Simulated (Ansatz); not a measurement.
# Two Ansatz runs on CaF2

The cell is COD entry 5000222, as deposited and not checked against the literature; nothing was relaxed.

First run: DFT, PBE, all-electron PAW with datasets made for the crystal, scalar-relativistic (Ansatz 0.2.0).

Command: `ansatz run input.yaml --threads 1 --pin off --max-ram 4096MiB --backend cpu --events-out ev --progress --plain --runs-dir out` The run took 7.2 s on 1 thread of Arm Neoverse V2, with other jobs on the host, peak memory 0.37 GiB.

```yaml
crystal:
  lattice:
    - [0.0, 2.73125, 2.73125]
    - [2.73125, 0.0, 2.73125]
    - [2.73125, 2.73125, 0.0]
  atoms:
    - { symbol: Ca, position: [0.0, 0.0, 0.0] }
    - { symbol: F, position: [0.25, 0.25, 0.25] }
    - { symbol: F, position: [0.75, 0.75, 0.75] }
kpoints:
  mp_grid: { grid: [8, 8, 8] }
  band_path:
    path:
      - [0.0, 0.0, 0.0]
      - [0.5, 0.0, 0.5]
      - [0.625, 0.25, 0.625]
      - [0.375, 0.375, 0.75]
      - [0.0, 0.0, 0.0]
      - [0.5, 0.5, 0.5]
      - [0.5, 0.25, 0.75]
      - [0.5, 0.0, 0.5]
    npoints: 8
scf:
  occupations: { method: fermi_dirac, width: 0.02 }
hamiltonian:
  xc: pbe
  pseudopotentials: { kind: all_electron, datasets: crystal }
output:
  forces: true
  stress: true
  eigenvalues: true
  efg: { contact_densities: true }
```

Result: converged; pressure 2.15 GPa; gap on the k mesh 7.29 eV; 7 SCF iterations.

A second input differs as follows:

```diff
@@ -5,5 +5,5 @@
     - [2.73125, 2.73125, 0.0]
   atoms:
-    - { symbol: Ca, position: [0.0, 0.0, 0.0] }
+    - { symbol: Ca, position: [0.0, 0.0, 0.0], spin: 2.0 }
     - { symbol: F, position: [0.25, 0.25, 0.25] }
     - { symbol: F, position: [0.75, 0.75, 0.75] }
@@ -23,4 +23,5 @@
 scf:
   occupations: { method: fermi_dirac, width: 0.02 }
+  max_iter: 75
 hamiltonian:
   xc: pbe
```

Problem. What is wrong with it, and what does the program do?

Solution. The fault is a moment without spin polarisation. The run refused before any iteration. The log ends:
```
Error: inconsistent input (magnetization.spin_polarized): false but per-atom `spin:`, `per_species`, `initial_magnetization`, `magnetic_field`, or `spin_locking` is set
```
